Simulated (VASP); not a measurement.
# Mg7Te8 (a cell with a defect) in VASP: notebook, part 2 of 3

VASP 6.6.1. Earlier steps stand in the parts before.

### Step 3. Single point, PBEsol

INCAR reads:

```
ALGO = Fast
EDIFF = 1E-6
ENCUT = 520
GGA = PS
ISIF = 2
ISMEAR = 0
LASPH = True
LCHARG = False
LREAL = Auto
LWAVE = False
NBANDS = 44
NELM = 100
PREC = Accurate
SIGMA = 0.05
```

KPOINTS reads:

```
k-points
0
Gamma
  4 4 4
```

POSCAR reads:

```
Mg7Te8
1.0
    0.0000000000      5.9058590461     -5.9058590461
    5.9058590461      5.9058590461      0.0000000000
    5.9058590461      0.0000000000     -5.9058590461
Mg Te
7 8
Direct
    0.0000000000      0.2500000404      0.0000000000
    0.5222323249     -0.0039448114     -0.0143426213
    0.4777676673      0.5039448921      0.0143426213
   -0.0143426213     -0.0039448114      0.5222323249
    0.0143426213      0.5039448921      0.4777676673
    0.4999999961     -0.0406658029      0.4999999961
    0.4999999961      0.5406658837      0.4999999961
    0.2307237591      0.7866293394      0.2307237591
    0.2307237591      0.2519232153      0.2307237591
    0.7661835416      0.7499999518      0.2338164506
    0.6895662372      0.2500000404      0.3104337550
    0.2338164506      0.7499999518      0.7661835416
    0.3104337550      0.2500000404      0.6895662372
    0.7692762331      0.7133707336      0.7692762331
    0.7692762331      0.2480768655      0.7692762331
```

Potentials or basis: VASP PAW PBE potentials, release 64 (Mg, Te).

The run is started by

```sh
cat potpaw_PBE.64/Mg/POTCAR potpaw_PBE.64/Te/POTCAR > POTCAR
mpirun -np 1 vasp_std > vasp.out
```

OUTCAR:

```text
EDIFF = 1E-6
   ENCUT = 520
   GGA = PS
   ISIF = 2
   ISMEAR = 0
   LASPH = True
   LREAL = Auto
   NELM = 100
   PREC = Accurate

 ion  position               nearest neighbor table
   1  0.000  0.250  0.000-  11 2.59  13 2.59   9 3.35  14 3.35   8 3.35  15 3.35
   2  0.522  0.996  0.986-  10 2.91  15 2.96  14 2.96   9 2.98   8 2.98  13 3.02
   3  0.478  0.504  0.014-  12 2.91   9 2.96   8 2.96  14 2.98  15 2.98  11 3.02
   4  0.986  0.996  0.522-  12 2.91  15 2.96  14 2.96   9 2.98   8 2.98  11 3.02
   5  0.014  0.504  0.478-  10 2.91   9 2.96   8 2.96  14 2.98  15 2.98  13 3.02
   6  0.500  0.959  0.500-  10 2.83  12 2.83  11 2.90  13 2.90  14 3.19   9 3.19   7 3.50
   7  0.500  0.541  0.500-  10 2.83  12 2.83  11 2.90  13 2.90  15 3.19   8 3.19   6 3.50
   8  0.231  0.787  0.231-   3 2.96   5 2.96   4 2.98   2 2.98   7 3.19   1 3.35
   9  0.231  0.252  0.231-   3 2.96   5 2.96   4 2.98   2 2.98   6 3.19   1 3.35
  10  0.766  0.750  0.234-   7 2.83   6 2.83   2 2.91   5 2.91
  11  0.690  0.250  0.310-   1 2.59   6 2.90   7 2.90   3 3.02   4 3.02  13 3.17
  12  0.234  0.750  0.766-   7 2.83   6 2.83   4 2.91   3 2.91
  13  0.310  0.250  0.690-   1 2.59   6 2.90   7 2.90   5 3.02   2 3.02  11 3.17
  14  0.769  0.713  0.769-   2 2.96   4 2.96   3 2.98   5 2.98   6 3.19   1 3.35
  15  0.769  0.248  0.769-   2 2.96   4 2.96   3 2.98   5 2.98   7 3.19   1 3.35

  LATTYP: Found a face centered cubic cell.
 ALAT       =    11.8117180922

  Lattice vectors:

 A1 = (   0.0000000000,   5.9058590461,  -5.9058590461)
 A2 = (   5.9058590461,   5.9058590461,   0.0000000000)
 A3 = (   5.9058590461,   0.0000000000,  -5.9058590461)

Analysis of symmetry for initial positions (statically):
=====================================================================
 Subroutine PRICEL returns:
 Original cell was already a primitive cell.

 Routine SETGRP: Setting up the symmetry group for a
 face centered cubic supercell.

 Subroutine GETGRP returns: Found  8 space group operations
 (whereof  4 operations were pure point group operations)
 out of a pool of 48 trial point group operations.

The static configuration has the point symmetry C_2v.
 The point group associated with its full space group is D_2h.

Analysis of symmetry for dynamics (positions and initial velocities):
=====================================================================
 Subroutine PRICEL returns:
 Original cell was already a primitive cell.

 Routine SETGRP: Setting up the symmetry group for a
 face centered cubic supercell.

 Subroutine GETGRP returns: Found  8 space group operations
 (whereof  4 operations were pure point group operations)
 out of a pool of 48 trial point group operations.

The dynamic configuration has the point symmetry C_2v.
 The point group associated with its full space group is D_2h.

 Subroutine INISYM returns: Found  8 space group operations
 (whereof  4 operations are pure point group operations),
 and found     1 'primitive' translations

----------------------------------------------------------------------------------------

                                     Primitive cell

  volume of cell :     411.9829

  direct lattice vectors                    reciprocal lattice vectors
     0.000000000  5.905859046 -5.905859046    -0.084661689  0.084661689 -0.084661689
[... 93 lines left out ...]
   NGX,Y,Z   is equivalent  to a cutoff of  12.74, 12.74, 12.74 a.u.
   NGXF,Y,Z  is equivalent  to a cutoff of  25.48, 25.48, 25.48 a.u.
 SYSTEM =  unknown system
   PREC   = accura    normal or accurate (medium, high low for compatibility)
   ISTART =      0    job   : 0-new  1-cont  2-samecut
   ICHARG =      2    charge: 1-file 2-atom 10-const
   ISPIN  =      1    spin polarized calculation?
   LNONCOLLINEAR =      F non collinear calculations
   LSORBIT =      F    spin-orbit coupling
   LASPH  =      T    aspherical Exc in radial PAW
   ENCUT  =  520.0 eV  38.22 Ry    6.18 a.u.  15.53 15.53 15.53*2*pi/ulx,y,z
   NELM   =    100;   NELMIN=  2; NELMDL= -5     # of ELM steps
   EDIFF  = 0.1E-05   stopping-criterion for ELM
   LREAL  =      T    real-space projection
   EDIFFG = 0.1E-04   stopping-criterion for IOM
   NSW    =      0    number of steps for IOM
[... 5 lines left out ...]
   TEBEG  =    0.0;   TEEND  =   0.0 temperature during run
   PSTRESS=    0.0 pullay stress
   NELECT =      62.0000    total number of electrons
   NUPDOWN=      -1.0000    fix difference up-down
   EMIN   =  10.00;   EMAX   =-10.00  energy-range for DOS
   EFERMI =   0.00;   METHOD = LEGACY
   ISMEAR =     0;   SIGMA  =   0.05  broadening in eV -4-tet -1-fermi 0-gaus
   EFERMI_NEDOS =   21; number of points for ismear=-14 and -15
   IALGO  =     68    algorithm
   IMIX   =      4    mixing-type and parameters
     AMIX     =   0.40;   BMIX     =  1.00
     AMIX_MAG =   1.60;   BMIX_MAG =  1.00
  volume/ion in A,a.u.               =      27.47       185.35
  Fermi-wavevector in a.u.,A,eV,Ry     =   0.870788  1.645550 10.316908  0.758271
  Thomas-Fermi vector in A             =   1.989803
   LORBIT       =      0    0 simple, 1 ext, 2 COOP (PROOUT), +10 PAW based schemes
   GGA     = PS    functional components
   LHFCALC =     F    Hartree Fock is set to
   AEXX    =    0.0000 exact exchange contribution
   IVDW    =     0    specifies the selected vdW correction
   LEPSILON=     F    determine dielectric tensor
   LRPA    =     F    only Hartree local field effects (RPA)
 non-spin polarized calculation
 RMM-DIIS sequential band-by-band and
 Gauss-broadening in eV      SIGMA  =   0.05
  energy-cutoff  :      520.00
  volume of cell :      411.98
 maximum number of plane-waves:     11138
 NGX is ok and might be reduce to    64
   NGX = 31   NGY = 31   NGZ = 31

 number of electron      62.0000000 magnetization

 Free energy of the ion-electron system (eV)
  ---------------------------------------------------
  ext. energy  EPLUGINS =         0.00000000
  ---------------------------------------------------
  free energy    TOTEN  =       -49.68108656 eV

  energy without entropy =      -49.67458033  energy(sigma->0) =      -49.67783344

 E-fermi :   4.1800     XC(G=0):  -9.0883

 val. band max:        4.1770948691   @ k =   0.2500   0.2500   0.0000
 cond. band min:       4.2015693756   @ k =   0.0000   0.5000   0.0000
 fundamental gap:      0.0244745066
 Fermi energy:         4.1799598867

 k-point     1 :       0.0000    0.0000    0.0000
  band No.  band energies     occupation
      1      -7.3723      2.00000
      2      -6.4236      2.00000
      3      -6.0788      2.00000
      4      -6.0004      2.00000
      5      -5.9908      2.00000
      6      -5.7519      2.00000
[... 817 lines left out ...]
     42       8.8659      0.00000
     43       8.9718      0.00000
 [bands above 43 left out]

------------------------ aborting loop because EDIFF is reached ----------------------------------------

  FORCE on cell =-STRESS in cart. coord.  units (eV):
  Direction    XX          YY          ZZ          XY          YZ          ZX
  --------------------------------------------------------------------------------------
  -------------------------------------------------------------------------------------
  Total        2.4270761      2.4270761     -7.0816614     -4.5165354      0.0000000      0.0000000
  in kB        9.4387559      9.4387559    -27.5401633    -17.5645397      0.0000000      0.0000000
  external PRESSURE =      -2.8875505 kB  Pullay stress =       0.0000000 kB

 VOLUME and BASIS-vectors are now :
 -----------------------------------------------------------------------------
  energy-cutoff  :      520.00
  volume of cell :      411.98
      direct lattice vectors                 reciprocal lattice vectors
     0.000000000  5.905859046 -5.905859046    -0.084661689  0.084661689 -0.084661689
     5.905859046  5.905859046  0.000000000     0.084661689  0.084661689  0.084661689
     5.905859046  0.000000000 -5.905859046     0.084661689 -0.084661689 -0.084661689

 POSITION                                       TOTAL-FORCE (eV/Angst)
 -----------------------------------------------------------------------------------
      1.47647      1.47647      0.00000         0.000000     -0.000000      0.000000
     11.70372      8.96679     -8.90538         0.002363     -0.002363      0.001025
      3.06093      5.79786     -2.90633        -0.002363      0.002363     -0.001025
      8.96679     11.70372     -8.90538        -0.002363      0.002363      0.001025
      5.79786      3.06093     -2.90633         0.002363     -0.002363     -0.001025
      8.61862      8.61862     -5.90586        -0.004830     -0.004830      0.000000
      6.14603      6.14603     -5.90586         0.004830      0.004830      0.000000
      6.00834      6.00834     -2.72524         0.007349      0.007349      0.009351
      2.85044      2.85044     -2.72524        -0.007349     -0.007349      0.009351
      5.81028      8.95437     -5.90586         0.013126     -0.013126      0.000000
      3.30984      5.54895     -5.90586        -0.017479      0.017479      0.000000
      8.95437      5.81028     -5.90586        -0.013126      0.013126      0.000000
      5.54895      3.30984     -5.90586         0.017479     -0.017479      0.000000
      8.75630      8.75630     -9.08647        -0.007349     -0.007349     -0.009351
      6.00834      6.00834     -9.08647         0.007349      0.007349     -0.009351
 -----------------------------------------------------------------------------------
    total drift:                                0.000423      0.000423     -0.000119

  FREE ENERGIE OF THE ION-ELECTRON SYSTEM (eV)
  ---------------------------------------------------
  free  energy   TOTEN  =       -49.6810865611 eV

  energy  without entropy=      -49.6745803259  energy(sigma->0) =      -49.67783344
```

It took 4 min on 1 thread of Intel Xeon 6975P-C (Granite Rapids), shared host; peak memory 0.65 GiB.

Results:

| Item | Value |
| --- | --- |
| Free energy | -49.6811 eV |
| Pressure | -0.3 GPa |
| Largest force | 0.025 eV/Å |
| Band gap on the k mesh | none (metal or under the smearing width) |

Forces in eV/Å, atoms in the order of the input:
```
Mg   0.000  0.000  0.000
Mg   0.002 -0.002  0.001
Mg  -0.002  0.002 -0.001
Mg  -0.002  0.002  0.001
Mg   0.002 -0.002 -0.001
Mg  -0.005 -0.005  0.000
Mg   0.005  0.005  0.000
Te   0.007  0.007  0.009
Te  -0.007 -0.007  0.009
Te   0.013 -0.013  0.000
Te  -0.017  0.017  0.000
Te  -0.013  0.013  0.000
Te   0.017 -0.017  0.000
Te  -0.007 -0.007 -0.009
Te   0.007  0.007 -0.009
```

Stress tensor (GPa, compression positive):
```
 0.94 -1.76  0.00
-1.76  0.94  0.00
 0.00  0.00 -2.75
```

Caveat: the PAW data sets were made with another functional, which shifts forces and pressure a little. Spin-orbit coupling is left out, which matters for the levels of Te.

### Step 4. Single point, PBEsol

INCAR reads:

```
SYSTEM = Mg7Te8
ALGO = Fast ; EDIFF = 1E-6
ENCUT = 520 ; GGA = PS
ISIF = 2 ; ISMEAR = 0
LASPH = .TRUE. ; LCHARG = .FALSE.
LREAL = Auto ; LWAVE = .FALSE.
NBANDS = 44 ; NELM = 100
PREC = Accurate ; SIGMA = 0.05
```

KPOINTS reads:

```
k-points
0
G
  4 4 4
  0 0 0
```

POSCAR reads:

```
Mg7Te8
1.0
    0.0000000000      5.9058590461     -5.9058590461
    5.9058590461      5.9058590461      0.0000000000
    5.9058590461      0.0000000000     -5.9058590461
Mg Te
7 8
Direct
    0.0000000000      0.0000000000      0.0000000000
    0.5000000808      0.0000000000      0.0000000000
    0.4999999961      0.4999999961      0.0000000847
    0.0000000000      0.0000000000      0.5000000808
    0.0000000847      0.4999999961      0.4999999961
    0.4999999961      0.0000000847      0.4999999961
    0.4999999961      0.4999999961      0.4999999961
    0.2500000404      0.7499999518      0.2500000404
    0.2486808419      0.2513192388      0.2486808419
    0.7513191502      0.7486809227      0.2486808419
    0.7513190656      0.2513191542      0.2486809266
    0.2486808419      0.7486809227      0.7513191502
    0.2486809266      0.2513191542      0.7513190656
    0.7513191502      0.7486809227      0.7513191502
    0.7500000365      0.2499999557      0.7500000365
```

Potentials or basis: VASP PAW PBE potentials, release 64 (Mg, Te).

The run is started by

```sh
cat potpaw_PBE.64/Mg/POTCAR potpaw_PBE.64/Te/POTCAR > POTCAR
mpirun -np 1 vasp_std > vasp.out
```

OUTCAR:

```text
SYSTEM = Mg7Te8
   EDIFF = 1E-6
   ENCUT = 520
   GGA = PS
   ISIF = 2
   ISMEAR = 0
   LASPH = .TRUE.
   LREAL = Auto
   NELM = 100
   PREC = Accurate

 ion  position               nearest neighbor table
   1  0.000  0.000  0.000-  15 2.95   8 2.95  12 2.95  10 2.95  13 2.95  11 2.95
   2  0.500  0.000  0.000-  15 2.95   8 2.95  10 2.95  14 2.95   9 2.95  13 2.95
   3  0.500  0.500  0.000-   8 2.95  15 2.95  11 2.95   9 2.95  14 2.95  12 2.95
   4  0.000  0.000  0.500-  15 2.95   8 2.95  12 2.95  14 2.95   9 2.95  11 2.95
   5  0.000  0.500  0.500-   8 2.95  15 2.95  13 2.95   9 2.95  14 2.95  10 2.95
   6  0.500  0.000  0.500-  11 2.97  13 2.97  14 2.97   9 2.97  10 2.97  12 2.97
   7  0.500  0.500  0.500-   8 2.95  15 2.95  13 2.95  11 2.95  10 2.95  12 2.95
   8  0.250  0.750  0.250-   7 2.95   5 2.95   3 2.95   1 2.95   2 2.95   4 2.95
   9  0.249  0.251  0.249-   3 2.95   5 2.95   4 2.95   2 2.95   6 2.97
  10  0.751  0.749  0.249-   2 2.95   1 2.95   7 2.95   5 2.95   6 2.97
  11  0.751  0.251  0.249-   3 2.95   7 2.95   1 2.95   4 2.95   6 2.97
  12  0.249  0.749  0.751-   4 2.95   1 2.95   7 2.95   3 2.95   6 2.97
[... 580 lines left out ...]
  Direction    XX          YY          ZZ          XY          YZ          ZX
  --------------------------------------------------------------------------------------
  -------------------------------------------------------------------------------------
  Total       -3.0984053     -3.0984053     -3.0984053     -0.0000000     -0.0000000      0.0000000
  in kB      -12.0495153    -12.0495153    -12.0495153     -0.0000000     -0.0000000      0.0000000
  external PRESSURE =     -12.0495153 kB  Pullay stress =       0.0000000 kB

 VOLUME and BASIS-vectors are now :
 -----------------------------------------------------------------------------
  energy-cutoff  :      520.00
  volume of cell :      411.98
      direct lattice vectors                 reciprocal lattice vectors
     0.000000000  5.905859046 -5.905859046    -0.084661689  0.084661689 -0.084661689
     5.905859046  5.905859046  0.000000000     0.084661689  0.084661689  0.084661689
     5.905859046  0.000000000 -5.905859046     0.084661689 -0.084661689 -0.084661689

 POSITION                                       TOTAL-FORCE (eV/Angst)
 -----------------------------------------------------------------------------------
      0.00000      0.00000      0.00000        -0.000000      0.000000     -0.000000
      0.00000      2.95293     -2.95293        -0.000000      0.000000     -0.000000
      2.95293      5.90586     -2.95293        -0.000000      0.000000     -0.000000
      2.95293      0.00000     -2.95293        -0.000000      0.000000     -0.000000
      5.90586      2.95293     -2.95293        -0.000000      0.000000     -0.000000
      2.95293      2.95293     -5.90586        -0.000000      0.000000     -0.000000
      5.90586      5.90586     -5.90586        -0.000000      0.000000     -0.000000
      5.90586      5.90586     -2.95293        -0.000000      0.000000     -0.000000
      2.95293      2.95293     -2.93735        -0.000000      0.000000     -0.005766
      5.89028      8.85879     -5.90586         0.005766     -0.000000     -0.000000
      2.95293      5.92144     -5.90586        -0.000000     -0.005766      0.000000
      8.85879      5.89028     -5.90586        -0.000000      0.005766     -0.000000
      5.92144      2.95293     -5.90586        -0.005766     -0.000000     -0.000000
      8.85879      8.85879     -8.87437        -0.000000     -0.000000      0.005766
      5.90586      5.90586     -8.85879        -0.000000      0.000000      0.000000
 -----------------------------------------------------------------------------------
    total drift:                               -0.000234     -0.000473      0.000604

  FREE ENERGIE OF THE ION-ELECTRON SYSTEM (eV)
  ---------------------------------------------------
  free  energy   TOTEN  =       -50.5933090443 eV

  energy  without entropy=      -50.5785819333  energy(sigma->0) =      -50.58594549
```

Run time: 5.3 min. Hardware: 1 thread of Intel Xeon 6975P-C (Granite Rapids), shared host; peak memory 0.55 GiB.

What came out:

```yaml
Free_energy: -50.5933 eV
Pressure: -1.2 GPa
Largest_force: 0.006 eV/Å
Band_gap_on_the_k_mesh: none (metal or under the smearing width)
```

Forces in eV/Å, atoms in the order of the input:
```
Mg   0.000  0.000  0.000
Mg   0.000  0.000  0.000
Mg   0.000  0.000  0.000
Mg   0.000  0.000  0.000
Mg   0.000  0.000  0.000
Mg   0.000  0.000  0.000
Mg   0.000  0.000  0.000
Te   0.000  0.000  0.000
Te   0.000  0.000 -0.006
Te   0.006  0.000  0.000
Te   0.000 -0.006  0.000
Te   0.000  0.006  0.000
Te  -0.006  0.000  0.000
Te   0.000  0.000  0.006
Te   0.000  0.000  0.000
```

Caveat: the PAW data sets were made with another functional, which shifts forces and pressure a little. The run has no spin-orbit coupling, so splittings on Te are missing.

[end of part 2 of 3]
